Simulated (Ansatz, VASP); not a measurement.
## Two plane-wave programs on AlN

```
Al N
1.0
     0.12124    2.04155    2.04155
     2.04155    0.12124    2.04155
     2.04155    2.04155    0.12124
Al N
1 1
Direct
  0.50000 0.50000 0.50000
  0.00000 0.00000 0.00000
```

Alike in both runs: task single point; functional PBE; k mesh 10 × 10 × 10; occupations gaussian, width 0.05 eV; no spin polarisation.

```csv
,VASP,Ansatz
version,VASP 6.6.1,Ansatz 0.2.0
potentials or method,"VASP PAW PBE potentials, release 64 (Al, N)","scalar-relativistic, plane waves, PAW"
plane-wave cutoff (eV),520,520
valence electrons in the cell,8,8
```

VASP gave:

```
gap on the k mesh at the Fermi level (eV)       : 3.70
least direct gap on the mesh (eV)               : 5.46
pressure (GPa)                                  : 25.4
largest component of the traceless stress (GPa) : 22.64
```

What did Ansatz give for the same quantities?

gap on the k mesh at the Fermi level (eV): 3.70; least direct gap on the mesh (eV): 5.44; pressure (GPa): 25.5; largest component of the traceless stress (GPa): 22.63.

With one functional, cell and mesh, what is left measures potentials, basis and numerics.

Caveats: so large a pressure means that the cell lies far from this level's equilibrium, or that cutoff or potentials fall short (VASP). A k mesh can miss the band edges.
